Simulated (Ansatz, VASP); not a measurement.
## Si (Sigma25 (430)[001] symmetric tilt boundary in Si): VASP beside Ansatz

One calculation is typed for both programs; each brings its own data sets. How far apart do they land? The cell is taken from a series of runs on this material, whose earlier steps may have relaxed, scaled, displaced or heated it; both programs get it as it stands.

Method: plane waves, with VASP 6.6.1 beside it; single point at PBE, in Ansatz 0.2.0.

**1. The starting structure**

The cell holds 76 atoms: 76 Si. Its edges and angles: a = 5.469 Å, b = 13.943 Å, c = 21.320 Å, α = 90.0°, β = 90.0°, γ = 101.3°. It derives from Si. Two grains of Si, one the mirror image of the other in the boundary plane, two boundaries a cell; of 6 trial joints (lateral shifts, openings, close atoms taken out) the lowest after a short relaxation with the MACE-MP-0b2 potential was kept (shift [0, 0] of the surface cell, opening 0.00 A, one of each pair under 1.42 A removed), then its atoms and the cell's length along the normal were relaxed with that potential. Lattice constants are starting values near those of PBE. The structure's axis is c.

**2. VASP: single point, PBE**

A single point gives forces, pressure and levels at one fixed geometry, so differences don't come from the geometry; what else differs is listed under the comparison.

Lines of VASP's logs that name or quote its potential files are left out, and so is its time.

Input file INCAR:

```
SYSTEM = Si
PREC = Accurate
ENCUT = 500
EDIFF = 1E-06
NELM = 120
ISMEAR = -1
SIGMA = 0.025
LREAL = Auto
ALGO = Normal
GGA = PE
NBANDS = 208
LORBIT = 11
LWAVE = .FALSE.
LCHARG = .FALSE.
ISIF = 2
LASPH = .TRUE.
GGA_COMPAT = .FALSE.
EFERMI = MIDGAP
KPAR = 8
```

Input file POSCAR:

```
Si
1.0
    5.4690000000      0.0000000000      0.0000000000
   -2.7345000000     13.6725000000      0.0000000000
    0.0000000000      0.0000000000     21.3204300000
Si
76
Direct
    0.7638600000      0.4527100000      0.0091600000
    0.8139600000      0.9603600000      0.0496400000
    0.5653000000      0.1671000000      0.9925100000
    0.9027700000      0.3038600000      0.0001400000
    0.3943600000      0.8727200000      0.0553000000
    0.4391500000      0.4521900000      0.0816100000
    0.1549300000      0.5570100000      0.0453000000
    0.7278200000      0.7886500000      0.0488400000
    0.1515000000      0.3032400000      0.0914800000
    0.2022800000      0.8914600000      0.1490900000
    0.0467600000      0.0326900000      0.1323400000
    0.3549000000      0.1666300000      0.0972200000
    0.8790200000      0.7530200000      0.1482500000
    0.9083100000      0.3321700000      0.1808400000
    0.7132600000      0.4735900000      0.1706400000
    0.0436000000      0.6102900000      0.1507100000
    0.5941400000      0.1899500000      0.1931000000
    0.6359200000      0.7653400000      0.2383000000
    0.4802000000      0.9103100000      0.2322100000
    0.7844200000      0.0547800000      0.2168700000
    0.3020800000      0.6291500000      0.2466900000
    0.3488500000      0.2089400000      0.2838400000
    0.1655600000      0.3502800000      0.2728800000
    0.4870600000      0.4925400000      0.2631200000
    0.0411500000      0.0695500000      0.3073100000
    0.0852800000      0.6501700000      0.3440300000
    0.9001200000      0.7866700000      0.3277100000
    0.2237300000      0.9285200000      0.3196200000
    0.7510100000      0.5139400000      0.3524700000
    0.7950500000      0.0879700000      0.3976200000
    0.6071000000      0.2232900000      0.3739600000
    0.9063800000      0.3692100000      0.3603600000
    0.4806800000      0.9466700000      0.4110200000
    0.5094200000      0.5253600000      0.4428100000
    0.3449900000      0.6682400000      0.4396400000
    0.6750000000      0.8052900000      0.4204900000
    0.1733500000      0.3879300000      0.4456700000
    0.2391100000      0.9767200000      0.5002000000
    0.0369900000      0.1131000000      0.4925200000
    0.3429600000      0.2475700000      0.4574000000
    0.9504200000      0.8278600000      0.5092900000
    0.7376800000      0.0328800000      0.9575300000
    0.4260900000      0.8926500000      0.9456200000
    0.5096600000      0.4749800000      0.9203000000
    0.3168400000      0.6114600000      0.9397100000
    0.6239100000      0.7552400000      0.9428700000
    0.1739000000      0.3332500000      0.9110400000
    0.1774400000      0.9108300000      0.8601800000
    0.0242100000      0.0562800000      0.8739000000
    0.3474500000      0.1921800000      0.8976200000
    0.8776200000      0.7656700000      0.8526100000
    0.9357200000      0.3518300000      0.8196000000
    0.7532200000      0.4931300000      0.8276100000
    0.0756300000      0.6299100000      0.8439500000
    0.6122700000      0.2101200000      0.8074600000
    0.6353400000      0.7875500000      0.7631800000
    0.4559600000      0.9293200000      0.7729900000
    0.7806400000      0.0713300000      0.7837900000
    0.3134800000      0.6504700000      0.7466300000
    0.3711400000      0.2256900000      0.7169800000
    0.2106100000      0.3693600000      0.7324600000
    0.5114400000      0.5146700000      0.7379600000
    0.0458000000      0.0898200000      0.6934000000
    0.0740300000      0.6702000000      0.6505400000
    0.8804600000      0.8062300000      0.6708000000
    0.2173100000      0.9480600000      0.6809500000
    0.7681900000      0.5262700000      0.6481300000
    0.8289400000      0.1133000000      0.5975600000
    0.6548600000      0.2468700000      0.6324900000
    0.9532700000      0.3882400000      0.6489200000
    0.4882300000      0.9771100000      0.5915600000
    0.5848700000      0.4904300000      0.5485700000
    0.2360500000      0.7238000000      0.5451300000
    0.6266500000      0.8281500000      0.5818500000
    0.1672300000      0.4062700000      0.5555800000
    0.5011200000      0.3194200000      0.5490800000
```

Input file KPOINTS:

```
Automatic mesh
0
Gamma
6 2 1
0 0 0
```

PAW data sets: Si (PBE family, release 64).

Started as:

```console
$ mpirun -np 8 vasp_std
```

Numbers of over 12 decimals in the logs are rounded to 6 here.

The log of the run:

```text
[banner, memory and clock lines left out]
running    8 mpi-ranks, on    1 nodes
[...]
|                                                                             |
|           W    W    AA    RRRRR   N    N  II  N    N   GGGG   !!!           |
|           W    W   A  A   R    R  NN   N  II  NN   N  G    G  !!!           |
|           W    W  A    A  R    R  N N  N  II  N N  N  G       !!!           |
|           W WW W  AAAAAA  RRRRR   N  N N  II  N  N N  G  GGG   !            |
|           WW  WW  A    A  R   R   N   NN  II  N   NN  G    G                |
|           W    W  A    A  R    R  N    N  II  N    N   GGGG   !!!           |
|                                                                             |
|     For optimal performance we recommend to set                             |
|       NCORE = 2 up to number-of-cores-per-socket                            |
|     NCORE specifies how many cores store one orbital (NPAR=cpu/NCORE).      |
|     This setting can greatly improve the performance of VASP for DFT.       |
[...]
|                                                                             |
|        The reciprocal lattice is base centered orthorhombic,                |
|        whereas your k-lattice is simple monoclinic.                         |
|                                                                             |
|     Results are often still useful ...                                      |
|                                                                             |

 POSCAR, INCAR and KPOINTS ok, starting setup
[...]
entering main loop
       N       E                     dE             d eps       ncg     rms          rms(c)
DAV:   1     0.772726241150E+03    0.77273E+03   -0.11223E+05  3328   0.117E+03
DAV:   2    -0.329894796136E+03   -0.11026E+04   -0.10372E+04  3960   0.177E+02
DAV:   3    -0.409478552946E+03   -0.79584E+02   -0.78090E+02  4184   0.417E+01
DAV:   4    -0.411587895510E+03   -0.21093E+01   -0.20924E+01  4184   0.812E+00
[...]
DAV:  16    -0.403861969907E+03   -0.32507E-05   -0.23770E-06  2896   0.347E-03    0.988E-03
DAV:  17    -0.403861975199E+03   -0.52917E-05   -0.66200E-06  3792   0.450E-03    0.445E-03
DAV:  18    -0.403861974826E+03    0.37276E-06   -0.55613E-07  2104   0.146E-03
   1 F= -.40386197E+03 E0= -.40386197E+03  d E =-.919050E-07
```

Parts of OUTCAR (step 2):

```text
  FREE ENERGIE OF THE ION-ELECTRON SYSTEM (eV)
  ---------------------------------------------------
  free  energy   TOTEN  =      -403.8619748263 eV

  energy  without entropy=     -403.8619747344  energy(sigma->0) =     -403.86197478
```

The run ends at a pressure of -0.84 GPa, with forces up to 0.085 eV/Å.

(Continued in part 2 of 2.)

[Lines on the potential files, build, host, timing and source positions are cut from VASP's logs without a mark.]

[Logs are printed without paths, hosts, clocks, repeated set-up lines and the standing remarks that a program may print on its own settings, such as how far it seeks lower states.]

[Hosts, paths, dates, database ids (printed as entryN), source tags and the programs' standing remarks are cut or masked in the printed files.]
